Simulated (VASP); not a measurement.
# ZnO (zincite) (P6_3mc) in VASP: settings compared, part 2 of 2

VASP 6.6.1. Earlier steps stand in the parts before.

### Step 5. Relaxation of cell and atoms, PBEsol

This run uses another cell than the first one, of 11.90 Å³/atom, 1.003 times its volume.

The input, INCAR:

```
PREC     = Accurate       # precision mode
ENCUT    = 600            # plane-wave cutoff, eV
EDIFF    = 1E-6           # SCF threshold, eV
ISMEAR   = 0              # smearing method
SIGMA    = 0.03           # smearing width, eV
LREAL    = F              # projectors in reciprocal space
LASPH    = T              # aspherical terms in the spheres
NELM     = 80             # most SCF steps
ALGO     = Normal         # electronic algorithm
ISIF     = 3              # what is computed and relaxed
LWAVE    = F              # write WAVECAR
LCHARG   = F              # write CHGCAR
GGA      = PS             # functional
IBRION   = 2              # ionic algorithm
NSW      = 90             # ionic steps
EDIFFG   = -0.01          # ionic threshold
KPAR     = 2
```

The input, KPOINTS:

```
regular mesh
0
Gamma
  9 9 5
```

The input, POSCAR:

```
ZnO
1.0
    3.2493080000      0.0000000000      0.0000000000
   -1.6246540000      2.8139832727      0.0000000000
    0.0000000000      0.0000000000      5.2057090000
Zn O
2 2
Direct
    0.3333333333      0.6666666667      0.5000000000
    0.6666666667      0.3333333333      0.0000000000
    0.6666666667      0.3333333333      0.3790100000
    0.3333333333      0.6666666667      0.8790100000
```

Potentials or basis: VASP PAW PBE potentials, release 64 (Zn, O).

Command:

```sh
> cat potpaw_PBE.64/Zn/POTCAR potpaw_PBE.64/O/POTCAR > POTCAR
> mpirun -np 2 vasp_std > vasp.out
```

OUTCAR:

```text
PREC = Accurate
   ENCUT = 600
   EDIFF = 1E-6
   ISMEAR = 0
   LREAL = F
   LASPH = T
   NELM = 80
   ISIF = 3
   GGA = PS
   IBRION = 2
   NSW = 90
   EDIFFG = -0.01

 ion  position               nearest neighbor table
   1  0.333  0.667  0.500-   4 1.97   3 1.98   3 1.98   3 1.98
   2  0.667  0.333  0.000-   3 1.97   4 1.98   4 1.98   4 1.98
   3  0.667  0.333  0.379-   2 1.97   1 1.98   1 1.98   1 1.98
   4  0.333  0.667  0.879-   1 1.97   2 1.98   2 1.98   2 1.98

  LATTYP: Found a hexagonal cell.
 ALAT       =     3.2493080000
 C/A-ratio  =     1.6020977390

  Lattice vectors:

 A1 = (   3.2493080000,   0.0000000000,   0.0000000000)
 A2 = (  -1.6246540000,   2.8139832727,   0.0000000000)
 A3 = (   0.0000000000,   0.0000000000,   5.2057090000)

Analysis of symmetry for initial positions (statically):
=====================================================================
 Subroutine PRICEL returns:
 Original cell was already a primitive cell.

 Routine SETGRP: Setting up the symmetry group for a
 hexagonal supercell.

 Subroutine GETGRP returns: Found 12 space group operations
 (whereof  6 operations were pure point group operations)
 out of a pool of 24 trial point group operations.

The static configuration has the point symmetry C_3v.
 The point group associated with its full space group is C_6v.

Analysis of symmetry for dynamics (positions and initial velocities):
=====================================================================
 Subroutine PRICEL returns:
 Original cell was already a primitive cell.

 Routine SETGRP: Setting up the symmetry group for a
 hexagonal supercell.

 Subroutine GETGRP returns: Found 12 space group operations
 (whereof  6 operations were pure point group operations)
 out of a pool of 24 trial point group operations.
[... 131 lines left out ...]
   GGA     = PS    functional components
   LHFCALC =     F    Hartree Fock is set to
   AEXX    =    0.0000 exact exchange contribution
   IVDW    =     0    specifies the selected vdW correction
   LEPSILON=     F    determine dielectric tensor
   LRPA    =     F    only Hartree local field effects (RPA)
 conjugate gradient relaxation of ions
 non-spin polarized calculation
 Gauss-broadening in eV      SIGMA  =   0.03
  energy-cutoff  :      600.00
  volume of cell :       47.60
 maximum number of plane-waves:      1605
 NGX is ok and might be reduce to    28
   NGX = 13   NGY = 13   NGZ = 21

--------------------------------------- Ionic step        1  -------------------------------------------

 number of electron      36.0000008 magnetization

 Free energy of the ion-electron system (eV)
  ---------------------------------------------------
  ext. energy  EPLUGINS =         0.00000000
  ---------------------------------------------------
  free energy    TOTEN  =       -19.41388192 eV

  energy without entropy =      -19.41388192  energy(sigma->0) =      -19.41388192

------------------------ aborting loop because EDIFF is reached ----------------------------------------

  FORCE on cell =-STRESS in cart. coord.  units (eV):
  Direction    XX          YY          ZZ          XY          YZ          ZX
  --------------------------------------------------------------------------------------
  -------------------------------------------------------------------------------------
  Total       -0.3667838     -0.3667838      0.1427937      0.0000000      0.0000000      0.0000000
  in kB      -12.3460627    -12.3460627      4.8064833      0.0000000      0.0000000      0.0000000
  external PRESSURE =      -6.6285474 kB  Pullay stress =       0.0000000 kB
[... 253 lines left out ...]
--------------------------------------- Ionic step        8  -------------------------------------------

 number of electron      36.0000009 magnetization

 Free energy of the ion-electron system (eV)
  ---------------------------------------------------
  ext. energy  EPLUGINS =         0.00000000
  ---------------------------------------------------
  free energy    TOTEN  =       -19.41561871 eV

  energy without entropy =      -19.41561871  energy(sigma->0) =      -19.41561871

 E-fermi :   1.3023     XC(G=0): -11.2129

 val. band max:        1.0976256362   @ k =   0.0000   0.0000   0.0000
 cond. band min:       1.7816062913   @ k =   0.0000   0.0000   0.0000
 fundamental gap:      0.6839806551
 Fermi energy:         1.3023089341

 k-point     1 :       0.0000    0.0000    0.0000
  band No.  band energies     occupation
      1     -16.9893      2.00000
      2     -16.2414      2.00000
      3      -4.6687      2.00000
      4      -4.6444      2.00000
      5      -4.6444      2.00000
      6      -4.6002      2.00000
[... 589 lines left out ...]
     21       8.7970      0.00000
     22       9.0948      0.00000

 [... further k-points ...]

------------------------ aborting loop because EDIFF is reached ----------------------------------------

  FORCE on cell =-STRESS in cart. coord.  units (eV):
  Direction    XX          YY          ZZ          XY          YZ          ZX
  --------------------------------------------------------------------------------------
  -------------------------------------------------------------------------------------
  Total        0.0071273      0.0071273      0.0225792      0.0000000      0.0000000      0.0000000
  in kB        0.2411218      0.2411218      0.7638722      0.0000000      0.0000000      0.0000000
  external PRESSURE =       0.4153719 kB  Pullay stress =       0.0000000 kB
[... 19 lines left out ...]
  FREE ENERGIE OF THE ION-ELECTRON SYSTEM (eV)
  ---------------------------------------------------
  free  energy   TOTEN  =       -19.4156187128 eV

  energy  without entropy=      -19.4156187128  energy(sigma->0) =      -19.41561871

 reached required accuracy - stopping structural energy minimisation
```

OSZICAR:

```text
N       E                     dE             d eps       ncg     rms          rms(c)
DAV:   1     0.310680398751E+03    0.31068E+03   -0.20650E+04  1592   0.264E+03
DAV:   2     0.110255327831E+02   -0.29965E+03   -0.28915E+03  1692   0.475E+02
[... 56 lines left out ...]
   7 F= -.19415575E+02 E0= -.19415575E+02  d E =-.366472E-04
       N       E                     dE             d eps       ncg     rms          rms(c)
DAV:   1    -0.194158079522E+02   -0.23257E-03   -0.54413E-02  1584   0.194E+00    0.116E-01
DAV:   2    -0.194157015011E+02    0.10645E-03   -0.11334E-03  1844   0.470E-01    0.655E-02
DAV:   3    -0.194156295286E+02    0.71972E-04   -0.58055E-05  2340   0.118E-01    0.263E-02
DAV:   4    -0.194156184048E+02    0.11124E-04   -0.23937E-05  1940   0.651E-02    0.429E-03
DAV:   5    -0.194156187128E+02   -0.30797E-06   -0.38574E-06  1576   0.211E-02
   8 F= -.19415619E+02 E0= -.19415619E+02  d E =-.799142E-04
```

CONTCAR:

```text
ZnO
   1.00000000000000
     3.2361380818553447    0.0000000000000000    0.0000000000000000
    -1.6180690409276723    2.8025777890212096    0.0000000000000000
     0.0000000000000000   -0.0000000000000000    5.2217173697087187
  Zn              O
     2     2
Direct
     0.3333333332999970    0.6666666667000030    0.4999792796701107
     0.6666666667000030    0.3333333332999970    0.9999792796701108
     0.6666666667000030    0.3333333332999970    0.3790307203298902
     0.3333333332999970    0.6666666667000030    0.8790307203298902

  0.00000000E+00  0.00000000E+00  0.00000000E+00
  0.00000000E+00  0.00000000E+00  0.00000000E+00
  0.00000000E+00  0.00000000E+00  0.00000000E+00
  0.00000000E+00  0.00000000E+00  0.00000000E+00
```

Wall time 93 s (2 MPI ranks of Intel Xeon Platinum 8259CL at 2.50GHz (Skylake/Cascade Lake), shared host); peak memory 0.19 GiB.

What came out:

- Free energy: -19.4156 eV
- Relaxed volume: 11.84 Å³/atom
- Relaxed cell: a = 3.236 Å, b = 3.236 Å, c = 5.222 Å, α = 90.00°, β = 90.00°, γ = 120.00°
- Space group after relaxing (to 0.05 Å): P6_3mc (No. 186)
- Energy gained by relaxing: 0.4 meV/atom
- Ionic steps: 8
- Pressure after relaxing: 0.0 GPa
- Band gap on the k mesh: 0.68 eV, direct

The path:
```
step  energy change (eV)  largest force (eV/Å)  pressure (GPa)  volume (Å³)
   1              0.0000                0.0651           -0.66        47.60
   2             -0.0014                0.0326            0.43        47.26
   3             -0.0016                0.0060            0.06        47.35
   4             -0.0016                0.0081            0.18        47.34
   5             -0.0017                0.0182           -0.09        47.40
   6             -0.0017                0.0143           -0.05        47.38
   7             -0.0017                0.0104            0.00        47.37
   8             -0.0017                0.0004            0.04        47.36
```

Final structure:
```
Zn O
1.0
     3.23614    0.00000    0.00000
    -1.61807    2.80258    0.00000
     0.00000    0.00000    5.22172
Zn O
2 2
Direct
  0.33333 0.66667 0.49998
  0.66667 0.33333 0.99998
  0.66667 0.33333 0.37903
  0.33333 0.66667 0.87903
```

Levels at points of the mesh, in eV from the valence-band top:
```
           k point  band 15  band 16  band 17  band 18  band 19  band 20  band 21  band 22
(0.00, 0.00, 0.00)    -0.81    -0.09     0.00     0.00     0.68     5.14     8.09    12.80
```

Caveat: the PAW data sets were made with another functional, which shifts forces and pressure a little. A hybrid or GW would open this gap; PBEsol tends to underestimate it.

### Step 6. The runs side by side

| level | k mesh | cutoff (eV) | grid for exact exchange (PRECFOCK) | screening parameter | gap on the mesh (eV) | pressure (GPa) | relaxed volume (Å³/atom) |
| --- | --- | --- | --- | --- | --- | --- | --- |
| r2SCAN | 9 × 9 × 5 | 600 | - | - | 1.23 | 0.0 | 11.86 |
| PBEsol | 9 × 9 × 5 | 600 | - | - | 0.68 | 0.0 | 11.84 |
| HSE06 | 6 × 6 × 3 | 520 | Fast | 0.2 1/A | 2.47 | 0.0 | 12.04 |

Alike in all rows: task relaxation of cell and atoms; potentials or basis VASP PAW PBE potentials, release 64 (Zn, O); no spin polarisation; cell relaxed; smearing gaussian 0.03 eV.

Caveats: the PAW data sets were made with another functional, which shifts forces and pressure a little.

Total energies depend on the potentials used, so only differences within one code and one set of settings carry meaning.
